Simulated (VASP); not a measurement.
# Be (R-3m) in VASP: notebook

Runs on Be. Level: PBE. Tasks: relaxation of cell and atoms, single point.

Program: VASP 6.6.1. These are calculated values, not measurements. Logs are shortened: lines on timing, memory, paths and dates and some standing lists are left out, and cuts for length are marked.

**1. Starting point**

It takes space group R-3m (No. 166, trigonal). Conventional cell: a = 2.365 Å, b = 2.365 Å, c = 17.142 Å, α = 90.00°, β = 90.00°, γ = 120.00°. Be (site symmetry -3m) is surrounded by 12 Be at 2.34 to 2.36 Å. Be (site symmetry 3m) has 12 Be at 2.34 to 2.36 Å as nearest neighbours.

The cell was built by a generator and needn't be a form met in nature.

**2. Relaxation of cell and atoms, PBE**

File INCAR:

```
PREC = Accurate ; ENCUT = 600
EDIFF = 1E-6 ; ISMEAR = 0
SIGMA = 0.1 ; LREAL = F
LASPH = T ; NELM = 100
ALGO = Normal ; ISIF = 3
LWAVE = F ; LCHARG = F
GGA = PE ; IBRION = 2
NSW = 90 ; EDIFFG = -0.04
```

File KPOINTS:

```
Automatic mesh
0
Gamma
  9 9 9
```

File POSCAR:

```
Be
1.0
    1.1823217655      0.6826137895      5.7140869046
   -1.1823217655      0.6826137895      5.7140869046
    0.0000000000     -1.3652275791      5.7140869046
Be
3
Direct
    0.0000000000      0.0000000000      0.0000000000
    0.2222200000      0.2222200000      0.2222200000
    0.7777800000      0.7777800000      0.7777800000
```

Potentials or basis: VASP PAW PBE potentials, release 64 (Be).

Started as:

```sh
$ cat potpaw_PBE.64/Be/POTCAR > POTCAR
$ mpirun -np 1 vasp_std > vasp.out
```

OUTCAR:

```text
PREC = Accurate
   ENCUT = 600
   EDIFF = 1E-6
   ISMEAR = 0
   LREAL = F
   LASPH = T
   NELM = 100
   ISIF = 3
   GGA = PE
   IBRION = 2
   NSW = 90
   EDIFFG = -0.04

 ion  position               nearest neighbor table
   1  0.000  0.000  0.000-   3 2.34   2 2.34   3 2.34   3 2.34   2 2.34   2 2.34
   2  0.222  0.222  0.222-   3 2.34   3 2.34   3 2.34   1 2.34   1 2.34   1 2.34
   3  0.778  0.778  0.778-   2 2.34   2 2.34   2 2.34   1 2.34   1 2.34   1 2.34

  LATTYP: Found a trigonal (rhomboedric) cell.
 ALAT       =     5.8749157863
 COS(alpha) =     0.9189975651

  Lattice vectors:

 A1 = (   1.1823217655,   0.6826137895,   5.7140869046)
 A2 = (  -1.1823217655,   0.6826137895,   5.7140869046)
 A3 = (   0.0000000000,  -1.3652275791,   5.7140869046)

Analysis of symmetry for initial positions (statically):
=====================================================================
 Subroutine PRICEL returns:
 Original cell was already a primitive cell.

 Routine SETGRP: Setting up the symmetry group for a
 trigonal (rhombohedral) supercell.

 Subroutine GETGRP returns: Found 12 space group operations
 (whereof 12 operations were pure point group operations)
 out of a pool of 12 trial point group operations.

The static configuration has the point symmetry D_3d.

Analysis of symmetry for dynamics (positions and initial velocities):
=====================================================================
 Subroutine PRICEL returns:
 Original cell was already a primitive cell.

 Routine SETGRP: Setting up the symmetry group for a
 trigonal (rhombohedral) supercell.

 Subroutine GETGRP returns: Found 12 space group operations
 (whereof 12 operations were pure point group operations)
 out of a pool of 12 trial point group operations.

The dynamic configuration has the point symmetry D_3d.

 Subroutine INISYM returns: Found 12 space group operations
 (whereof 12 operations are pure point group operations),
 and found     1 'primitive' translations

----------------------------------------------------------------------------------------

                                     Primitive cell

  volume of cell :      27.6700

  direct lattice vectors                    reciprocal lattice vectors
     1.182321766  0.682613789  5.714086905     0.422896723  0.244159537  0.058335363
    -1.182321766  0.682613789  5.714086905    -0.422896723  0.244159537  0.058335363
     0.000000000 -1.365227579  5.714086905     0.000000000 -0.488319074  0.058335363

  length of vectors
     5.874915786  5.874915786  5.874915786     0.491791147  0.491791147  0.491791147

  position of ions in fractional coordinates (direct lattice)
     0.000000000  0.000000000  0.000000000
     0.222220000  0.222220000  0.222220000
     0.777780000  0.777780000  0.777780000

  ion indices of the primitive-cell ions
   primitive index   ion index
                 1           1
                 2           2
                 3           3

----------------------------------------------------------------------------------------

 KPOINTS: Automatic mesh

Automatic generation of k-mesh.
 Grid dimensions read from file:
 generate k-points for:    9    9    9

 Generating k-lattice:

  Cartesian coordinates                     Fractional coordinates (reciprocal lattice)
     0.046988525  0.027128837  0.006481707     0.111111111  0.000000000 -0.000000000
    -0.046988525  0.027128837  0.006481707     0.000000000  0.111111111 -0.000000000
     0.000000000 -0.054257675  0.006481707     0.000000000  0.000000000  0.111111111

  Length of vectors
     0.054643461  0.054643461  0.054643461

  Shift w.r.t. Gamma in fractional coordinates (k-lattice)
     0.000000000  0.000000000  0.000000000

 Subroutine IBZKPT returns following result:
 ===========================================

 Found     85 irreducible k-points:

 Following reciprocal coordinates:
            Coordinates               Weight
  0.000000  0.000000  0.000000      1.000000
  0.111111  0.000000 -0.000000      6.000000
  0.222222 -0.000000  0.000000      6.000000
  0.333333  0.000000 -0.000000      6.000000
  0.444444 -0.000000  0.000000      6.000000
  0.111111  0.111111 -0.000000      6.000000
[... 16 lines left out ...]
 -0.333333  0.333333  0.000000      6.000000
  0.444444  0.444444  0.000000      6.000000
 [... further k-points ...]
   k-points           NKPTS =     85   k-points in BZ     NKDIM =     85   number of bands    NBANDS=      7
   number of dos      NEDOS =    301   number of ions     NIONS =      3
   total plane-waves  NPLWV = 110592
   dimension x,y,z NGX =    48 NGY =   48 NGZ =   48
   dimension x,y,z NGXF=    96 NGYF=   96 NGZF=   96
   ions per type =               3
   NGX,Y,Z   is equivalent  to a cutoff of  13.58, 13.58, 13.58 a.u.
   NGXF,Y,Z  is equivalent  to a cutoff of  27.17, 27.17, 27.17 a.u.
 SYSTEM =  unknown system
   PREC   = accura    normal or accurate (medium, high low for compatibility)
   ISTART =      0    job   : 0-new  1-cont  2-samecut
   ICHARG =      2    charge: 1-file 2-atom 10-const
   ISPIN  =      1    spin polarized calculation?
   LNONCOLLINEAR =      F non collinear calculations
   LSORBIT =      F    spin-orbit coupling
   LASPH  =      T    aspherical Exc in radial PAW
   ENCUT  =  600.0 eV  44.10 Ry    6.64 a.u.  11.73 11.73 11.73*2*pi/ulx,y,z
   NELM   =    100;   NELMIN=  2; NELMDL= -5     # of ELM steps
   EDIFF  = 0.1E-05   stopping-criterion for ELM
   LREAL  =      F    real-space projection
   EDIFFG = -.4E-01   stopping-criterion for IOM
   NSW    =     90    number of steps for IOM
   IBRION =      2    ionic relax: 0-MD 1-quasi-New 2-CG
   NFREE  =      1    steps in history (QN), initial steepest desc. (CG)
   ISIF   =      3    stress and relaxation
   ISYM   =      2    0-nonsym 1-usesym 2-fastsym
   POTIM  = 0.5000    time-step for ionic-motion
   TEBEG  =    0.0;   TEEND  =   0.0 temperature during run
   PSTRESS=    0.0 pullay stress
   NELECT =       6.0000    total number of electrons
   NUPDOWN=      -1.0000    fix difference up-down
   EMIN   =  10.00;   EMAX   =-10.00  energy-range for DOS
   EFERMI =   0.00;   METHOD = LEGACY
   ISMEAR =     0;   SIGMA  =   0.10  broadening in eV -4-tet -1-fermi 0-gaus
   EFERMI_NEDOS =   21; number of points for ismear=-14 and -15
   IALGO  =     38    algorithm
   IMIX   =      4    mixing-type and parameters
     AMIX     =   0.40;   BMIX     =  1.00
     AMIX_MAG =   1.60;   BMIX_MAG =  1.00
  volume/ion in A,a.u.               =       9.22        62.24
  Fermi-wavevector in a.u.,A,eV,Ry     =   0.983533  1.858608 13.161423  0.967337
  Thomas-Fermi vector in A             =   2.114698
   LORBIT       =      0    0 simple, 1 ext, 2 COOP (PROOUT), +10 PAW based schemes
   GGA     = PE    functional components
   LHFCALC =     F    Hartree Fock is set to
   AEXX    =    0.0000 exact exchange contribution
   IVDW    =     0    specifies the selected vdW correction
   LEPSILON=     F    determine dielectric tensor
   LRPA    =     F    only Hartree local field effects (RPA)
 conjugate gradient relaxation of ions
 non-spin polarized calculation
 Gauss-broadening in eV      SIGMA  =   0.10
  energy-cutoff  :      600.00
  volume of cell :       27.67
 maximum number of plane-waves:       947
   NGX = 23   NGY = 23   NGZ = 23

--------------------------------------- Ionic step        1  -------------------------------------------

 number of electron       6.0000000 magnetization

 Free energy of the ion-electron system (eV)
  ---------------------------------------------------
  ext. energy  EPLUGINS =         0.00000000
  ---------------------------------------------------
  free energy    TOTEN  =       -11.05079122 eV

  energy without entropy =      -11.04964172  energy(sigma->0) =      -11.05021647

------------------------ aborting loop because EDIFF is reached ----------------------------------------

  FORCE on cell =-STRESS in cart. coord.  units (eV):
  Direction    XX          YY          ZZ          XY          YZ          ZX
  --------------------------------------------------------------------------------------
  -------------------------------------------------------------------------------------
  Total       -2.1612256     -2.1612256     -3.3454143      0.0000000      0.0000000      0.0000000
  in kB     -125.1416416   -125.1416416   -193.7098271      0.0000000      0.0000000      0.0000000
  external PRESSURE =    -147.9977034 kB  Pullay stress =       0.0000000 kB

 VOLUME and BASIS-vectors are now :
 -----------------------------------------------------------------------------
  energy-cutoff  :      600.00
  volume of cell :       27.67
      direct lattice vectors                 reciprocal lattice vectors
     1.182321766  0.682613789  5.714086905     0.422896723  0.244159537  0.058335363
    -1.182321766  0.682613789  5.714086905    -0.422896723  0.244159537  0.058335363
     0.000000000 -1.365227579  5.714086905     0.000000000 -0.488319074  0.058335363
[... 112 lines left out ...]
 POSITION                                       TOTAL-FORCE (eV/Angst)
 -----------------------------------------------------------------------------------
      0.00000      1.30772     10.68300         0.000000      0.000000     -0.000000
      0.00000     -0.00000      3.55490         0.000000      0.000000     -0.048306
      0.00000     -0.00000     12.46960         0.000000     -0.000000      0.048306
 -----------------------------------------------------------------------------------
    total drift:                                0.000000     -0.000000     -0.000000

  FREE ENERGIE OF THE ION-ELECTRON SYSTEM (eV)
  ---------------------------------------------------
  free  energy   TOTEN  =       -11.2634522752 eV

  energy  without entropy=      -11.2619671799  energy(sigma->0) =      -11.26270973

--------------------------------------- Ionic step        5  -------------------------------------------

 number of electron       6.0000000 magnetization

 Free energy of the ion-electron system (eV)
  ---------------------------------------------------
  ext. energy  EPLUGINS =         0.00000000
  ---------------------------------------------------
  free energy    TOTEN  =       -11.26424373 eV

  energy without entropy =      -11.26291237  energy(sigma->0) =      -11.26357805

 E-fermi :   6.6482     XC(G=0): -10.6111

 val. band max:        6.6331415000   @ k =  -0.3333  -0.4444   0.2222
 cond. band min:       7.5876546843   @ k =  -0.3333   0.4444   0.2222
 fundamental gap:      0.9545131843
 Fermi energy:         6.6481782039

 k-point     1 :       0.0000    0.0000    0.0000
  band No.  band energies     occupation
      1      -4.3236      2.00000
      2      -0.5332      2.00000
      3      -0.5331      2.00000
      4      13.3029      0.00000
      5      13.4561      0.00000
      6      23.7968      0.00000
      7      23.7994      0.00000

 k-point     2 :       0.1111    0.0000   -0.0000
  band No.  band energies     occupation
      1      -3.9622      2.00000
      2      -0.4262      2.00000
      3       0.1208      2.00000
      4      12.9346      0.00000
      5      14.1426      0.00000
      6      20.9954      0.00000
      7      22.0668      0.00000
[... 201 lines left out ...]
 k-point    23 :      -0.3333    0.3333    0.0000
  band No.  band energies     occupation
      1       4.8834      2.00000
      2       5.8887      2.00000
      3       5.9756      2.00000
      4       6.0258      2.00000
      5       7.7656      0.00000
      6      10.6733      0.00000
      7      13.4580      0.00000

 k-point    24 :       0.4444    0.4444    0.0000
  band No.  band energies     occupation
      1       1.5833      2.00000
      2       2.6320      2.00000
      3       4.8975      2.00000
      4       8.5180      0.00000
      5       9.5120      0.00000
      6      14.1601      0.00000
      7      14.5350      0.00000

 [... further k-points ...]

------------------------ aborting loop because EDIFF is reached ----------------------------------------

  FORCE on cell =-STRESS in cart. coord.  units (eV):
  Direction    XX          YY          ZZ          XY          YZ          ZX
  --------------------------------------------------------------------------------------
  -------------------------------------------------------------------------------------
  Total        0.0055598      0.0055598      0.0542365      0.0000000     -0.0000000      0.0000000
  in kB        0.3760728      0.3760728      3.6686174      0.0000000     -0.0000000      0.0000000
  external PRESSURE =       1.4735876 kB  Pullay stress =       0.0000000 kB

 VOLUME and BASIS-vectors are now :
 -----------------------------------------------------------------------------
  energy-cutoff  :      600.00
  volume of cell :       23.69
      direct lattice vectors                 reciprocal lattice vectors
     1.129835048  0.652310569  5.356477049     0.442542476  0.255502018  0.062229956
    -1.129835048  0.652310569  5.356477049    -0.442542476  0.255502018  0.062229956
     0.000000000 -1.304621138  5.356477049     0.000000000 -0.511004036  0.062229956

 POSITION                                       TOTAL-FORCE (eV/Angst)
 -----------------------------------------------------------------------------------
      0.00000     -0.00000      0.00000         0.000000      0.000000      0.000000
      0.00000     -0.00000      3.56236         0.000000      0.000000     -0.015271
      0.00000     -0.00000     12.50707         0.000000     -0.000000      0.015271
 -----------------------------------------------------------------------------------
    total drift:                               -0.000000      0.000000      0.000000

  FREE ENERGIE OF THE ION-ELECTRON SYSTEM (eV)
  ---------------------------------------------------
  free  energy   TOTEN  =       -11.2642437306 eV

  energy  without entropy=      -11.2629123733  energy(sigma->0) =      -11.26357805

 reached required accuracy - stopping structural energy minimisation
```

Run time: 3.2 min. Hardware: 1 thread of Intel Xeon Platinum 8488C (Sapphire Rapids), shared host; peak memory 0.31 GiB.

What came out:

| Item | Value |
| --- | --- |
| Free energy | -11.2642 eV |
| Relaxed volume | 7.90 Å³/atom |
| Relaxed cell | a = 5.513 Å, b = 5.513 Å, c = 5.513 Å, α = 23.65°, β = 23.65°, γ = 23.65° |
| Space group after relaxing (to 0.05 Å) | R-3m (No. 166) |
| Energy gained by relaxing | 71.2 meV/atom |
| Ionic steps | 5 |
| Pressure after relaxing | 0.1 GPa |
| Largest force after relaxing | 0.015 eV/Å |
| Band gap on the k mesh | none (metal or under the smearing width) |

Forces in eV/Å, atoms in the order of the input:
```
Be   0.000  0.000  0.000
Be   0.000  0.000 -0.015
Be   0.000  0.000  0.015
```

Stress tensor (GPa, compression positive):
```
0.04 0.00 0.00
0.00 0.04 0.00
0.00 0.00 0.37
```

Step by step:
| step | energy change (eV) | largest force (eV/Å) | pressure (GPa) | volume (Å³) |
| --- | --- | --- | --- | --- |
| 1 | 0.0000 | 0.1098 | -14.80 | 27.67 |
| 2 | -0.2060 | 0.0646 | -3.31 | 24.39 |
| 3 | -0.2126 | 0.0501 | -0.42 | 23.81 |
| 4 | -0.2127 | 0.0483 | -0.04 | 23.73 |
| 5 | -0.2135 | 0.0153 | 0.15 | 23.69 |

Final structure:
```
Be
1.0
     1.12984    0.65231    5.35648
    -1.12984    0.65231    5.35648
     0.00000   -1.30462    5.35648
Be
3
Direct
  0.00000 0.00000 0.00000
  0.22169 0.22169 0.22169
  0.77831 0.77831 0.77831
```

**3. Single point, PBE**

This run uses another cell than the first one: it holds 1 atom, not 3.

File INCAR:

```
ALGO     = Normal         # electronic algorithm
EDIFF    = 1E-6           # SCF threshold, eV
ENCUT    = 520            # plane-wave cutoff, eV
GGA      = PE             # functional
ISIF     = 2              # what is computed and relaxed
ISMEAR   = 0              # smearing method
LASPH    = T              # aspherical terms in the spheres
LCHARG   = F              # write CHGCAR
LREAL    = F              # projectors in reciprocal space
LWAVE    = F              # write WAVECAR
NBANDS   = 7              # bands
NELM     = 100            # most SCF steps
PREC     = Accurate       # precision mode
SIGMA    = 0.02           # smearing width, eV
```

File KPOINTS:

```
k-points
0
Gamma
  20 20 20
```

File POSCAR:

```
Be
1.0
    0.0000000000      1.5779251607      1.5779251607
    1.5779251607      0.0000000000      1.5779251607
    1.5779251607      1.5779251607      0.0000000000
Be
1
Direct
    0.0000000000      0.0000000000      0.0000000000
```

Potentials or basis: VASP PAW PBE potentials, release 64 (Be).

Started as:

```sh
$ cat potpaw_PBE.64/Be/POTCAR > POTCAR
$ mpirun -np 1 vasp_std > vasp.out
```

Wall time 4.6 s (1 thread of Intel Xeon 6975P-C (Granite Rapids), shared host); peak memory 0.11 GiB.

Results (log left out):

| Quantity | Value |
| --- | --- |
| Free energy | -3.6859 eV |
| Pressure | 0.1 GPa |
| Band gap on the k mesh | none (metal or under the smearing width) |

Levels at points of the mesh, in eV from the Fermi level:
| k point | band 1 | band 2 | band 3 | band 4 | band 5 |
| --- | --- | --- | --- | --- | --- |
| (0.00, 0.00, 0.00) | -11.84 | 19.52 | 19.52 | 19.52 | 29.20 |
| (0.50, 0.00, 0.00) | -5.25 | 0.06 | 16.58 | 16.58 | 26.33 |
| (0.50, 0.50, 0.00) | -2.63 | 3.89 | 9.60 | 9.60 | 15.24 |

**4. Relaxation of cell and atoms, PBE**

This run uses another cell than the first one: it holds 1 atom, not 3.

File INCAR:

```
  PREC = Accurate
  ENCUT = 600
  EDIFF = 1E-6
  ISMEAR = 0
  SIGMA = 0.02
  LREAL = False
  LASPH = True
  NELM = 60
  ALGO = Normal
  ISIF = 3
  LWAVE = False
  LCHARG = False
  GGA = PE
  IBRION = 2
  NSW = 100
  EDIFFG = -0.01
```

File KPOINTS:

```
Automatic mesh
0
Gamma
  20 20 20
```

File POSCAR:

```
Be
1.0
    0.0000000000      1.5768096051      1.5768096051
    1.5768096051      0.0000000000      1.5768096051
    1.5768096051      1.5768096051      0.0000000000
Be
1
Direct
    0.0000000000      0.0000000000      0.0000000000
```

Started as:

```sh
$ cat potpaw_PBE.64/Be/POTCAR > POTCAR
$ mpirun -np 1 vasp_std > vasp.out
```

Run time: 3.9 s. Hardware: 1 thread of Intel Xeon 6975P-C (Granite Rapids), shared host; peak memory 0.12 GiB.

Results (log left out):

| Property | Result |
| --- | --- |
| Free energy | -3.6859 eV |
| Relaxed volume | 7.86 Å³/atom |
| Relaxed cell | a = 2.232 Å, b = 2.232 Å, c = 2.232 Å, α = 60.00°, β = 60.00°, γ = 60.00° |
| Space group after relaxing (to 0.05 Å) | Fm-3m (No. 225) |
| Energy gained by relaxing | 0.0 meV/atom |
| Ionic steps | 2 |
| Pressure after relaxing | 0.1 GPa |
| Band gap on the k mesh | none (metal or under the smearing width) |

Final structure:
```
Be
1.0
     0.00000    1.57829    1.57829
     1.57829    0.00000    1.57829
     1.57829    1.57829    0.00000
Be
1
Cartesian
  1.5783 3.1566 1.5783
```

Levels at points of the mesh, in eV from the Fermi level:
```csv
k point,band 1,band 2,band 3,band 4
"(0.00, 0.00, 0.00)",-11.84,19.51,19.51,19.51
"(0.50, 0.00, 0.00)",-5.25,0.06,16.57,16.57
"(0.50, 0.50, 0.00)",-2.63,3.89,9.59,9.59
```

**5. The runs side by side**

```tsv
task	cell	k mesh	cutoff (eV)	smearing	gap on the mesh (eV)	pressure (GPa)	relaxed volume (Å³/atom)
relaxation of cell and atoms	relaxed	9 × 9 × 9	600	gaussian 0.1 eV	none	0.1	7.90
single point	Fm-3m, 7.86 Å³/atom	20 × 20 × 20	520	gaussian 0.02 eV	none	0.1	-
relaxation of cell and atoms	relaxed	20 × 20 × 20	600	gaussian 0.02 eV	none	0.1	7.86
```

Alike in all rows: level PBE; potentials or basis VASP PAW PBE potentials, release 64 (Be); no spin polarisation.

Absolute energies hang on the potentials; compare differences alone.
